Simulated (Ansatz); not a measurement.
Input and command of a calculation in Ansatz (plane waves; scalar-relativistic PAW potentials unless the input names others):

```yaml
crystal:
  lattice:
    - [9.401121307, 0.0, 0.0]
    - [0.0, 2.9594005195, 0.0]
    - [0.0, 0.0, 4.8867236777]
  atoms:
    - { symbol: Ti, position: [0.1365110972, 0.25, 0.9131101482] }
    - { symbol: Ti, position: [0.8634889028, 0.75, 0.0868898518] }
    - { symbol: Ti, position: [0.3634889028, 0.75, 0.4131101482] }
    - { symbol: Ti, position: [0.6365110972, 0.25, 0.5868898518] }
    - { symbol: O, position: [0.2646972349, 0.25, 0.6211638877] }
    - { symbol: O, position: [0.7353027651, 0.75, 0.3788361123] }
    - { symbol: O, position: [0.2353027651, 0.75, 0.1211638877] }
    - { symbol: O, position: [0.7646972349, 0.25, 0.8788361123] }
    - { symbol: O, position: [0.9736447403, 0.25, 0.2075646058] }
    - { symbol: O, position: [0.0263552597, 0.75, 0.7924353942] }
    - { symbol: O, position: [0.5263552597, 0.75, 0.7075646058] }
    - { symbol: O, position: [0.4736447403, 0.25, 0.2924353942] }
basis:
  ecutwfc: 500
kpoints:
  mp_grid: { grid: [4, 8, 6] }
hamiltonian:
  xc: r2scan
scf:
  occupations: { method: fixed }
  max_iter: 75
output:
  forces: true
  eigenvalues: true
  stress: true
```

```bash
ansatz run input.yaml --threads 2 --pin off --max-ram 5120MiB --backend cpu --events-out ev --progress --plain --runs-dir out
```

Abridged log:
```
Basis set: ecut = 500 eV, 3445 PW (Γ), exchange–correlation on 288×96×144 points (64 copies of the dense FFT grid, shifted against one another)
Bands: 60, of which v1, the nominal top of the filled ones, is band 48 counted from 1 (47 counted from 0)
Symmetry: 8 space group operations
k-points: 60 of 192
SCF iter   1: F=—  HF=-14584.568756 eV  |F-HF|=—  |Δ(HF+E_count)|=         —  Δρ=2.60e-2  dr2=1.10e0  dr2_τ=7.79e-1  ethr=1.77e-3  ⟨swp⟩=3.9  Hψ=12080  notcnv=0  defer=528
SCF iter   2: F=—  HF=-14584.652276 eV  |F-HF|=—  |Δ(HF+E_count)|=   8.35e-2  Δρ=1.27e-2  dr2=1.14e-1  dr2_τ=6.05e-2  ethr=1.14e-3  ⟨swp⟩=3.0  Hψ=7436  notcnv=0  defer=344
SCF iter   3: F=—  HF=-14584.637880 eV  |F-HF|=—  |Δ(HF+E_count)|=   1.44e-2  Δρ=4.06e-3  dr2=1.43e-2  dr2_τ=1.18e-3  ethr=1.19e-4  ⟨swp⟩=2.0  Hψ=5360  notcnv=0  defer=409
automatic band count: iteration 3 solves 58 bands in place of 60: the levels show a gap, and the empty bands left out lie too high to hold charge; the band table lists the bands solved (type scf.n_extra_bands for more)
SCF iter   4: F=—  HF=-14584.637663 eV  |F-HF|=—  |Δ(HF+E_count)|=   2.17e-4  Δρ=1.20e-3  dr2=1.29e-3  dr2_τ=2.44e-4  ethr=1.49e-5  ⟨swp⟩=2.0  Hψ=4853  notcnv=0  defer=471
SCF iter   5: F=—  HF=-14584.637739 eV  |F-HF|=—  |Δ(HF+E_count)|=   7.52e-5  Δρ=3.45e-4  dr2=1.85e-4  dr2_τ=2.23e-5  ethr=1.34e-6  ⟨swp⟩=2.0  Hψ=5001  notcnv=0  defer=472
SCF iter   6: F=—  HF=-14584.637731 eV  |F-HF|=—  |Δ(HF+E_count)|=   7.72e-6  Δρ=1.53e-4  dr2=4.89e-5  dr2_τ=3.22e-6  ethr=1.93e-7  ⟨swp⟩=2.0  Hψ=4817  notcnv=0  defer=196
SCF iter   7: F=—  HF=-14584.637727 eV  |F-HF|=—  |Δ(HF+E_count)|=   4.17e-6  Δρ=4.06e-5  dr2=2.88e-6  dr2_τ=1.40e-7  ethr=5.09e-8  ⟨swp⟩=2.0  Hψ=4929  notcnv=0  defer=196
SCF iter   8: F=—  HF=-14584.637728 eV  |F-HF|=—  |Δ(HF+E_count)|=   1.11e-6  Δρ=1.82e-5  dr2=5.03e-7  dr2_τ=2.96e-8  ethr=3.00e-9  ⟨swp⟩=2.0  Hψ=5041  notcnv=0  defer=196
SCF iter   9: F=-14584.637728 eV  HF=-14584.637728 eV  |F-HF|=2.56e-9  |Δ(HF+E_count)|=   2.52e-8  Δρ=2.28e-6  dr2=1.01e-8  dr2_τ=5.52e-10  ethr=1.04e-10  ⟨swp⟩=11.7  Hψ=15257  notcnv=0
SCF 1 converged in 9 iterations: F = -14584.637728 eV  dr2 = 1.01e-8
SCF converged after 9 iterations
Free energy (F): -14584.637728 eV
Harris-Foulkes:  -14584.637728 eV  (|F-HF|=2.56e-9)
Internal energy: -14584.637728 eV  (E = F + TS)
E sigma→0 (E₀):  -14584.637728 eV
Fermi energy:    6.979206 eV
--- Forces (eV/Å), atoms counted from 1 ---
  atom   1  Ti     0.00063573     0.00000000     0.00014638
  atom   2  Ti    -0.00063573     0.00000000    -0.00014638
  atom   3  Ti    -0.00063573     0.00000000     0.00014638
  atom   4  Ti     0.00063573     0.00000000    -0.00014638
  atom   5  O     -0.00009638     0.00000000     0.00035028
  atom   6  O      0.00009638     0.00000000    -0.00035028
  atom   7  O      0.00009638     0.00000000     0.00035028
  atom   8  O     -0.00009638     0.00000000    -0.00035028
  atom   9  O      0.00148845     0.00000000    -0.00081770
  atom  10  O     -0.00148845     0.00000000     0.00081770
  atom  11  O     -0.00148845     0.00000000    -0.00081770
  atom  12  O      0.00148845     0.00000000     0.00081770
--- Stress (GPa, compression-positive) ---
        0.018229       0.000000       0.000000
        0.000000       0.020713       0.000000
        0.000000       0.000000       0.009709
  P = ⅓ Tr σ = 0.0162 GPa (0.162 kbar)
```

One setting here is unusual or wrong in general: fixed occupations typed without regard to the gap (scf.occupations: {"method": "gaussian", "width": 0.02} → {"method": "fixed"}). For this cell it did little harm to the result: the run converged in 9 SCF iterations with an energy at zero smearing within 0.01 meV/atom of the reference's, pressure 0.02 GPa, largest force 0.002 eV/Å, gap on the mesh 2.96 eV. A reference run from the same start on usual settings converged with pressure 0.02 GPa, largest force 0.002 eV/Å, gap on the mesh 2.96 eV.

The run took 31 s on 2 threads of Arm Neoverse V2, on a shared host, peak memory 0.91 GiB.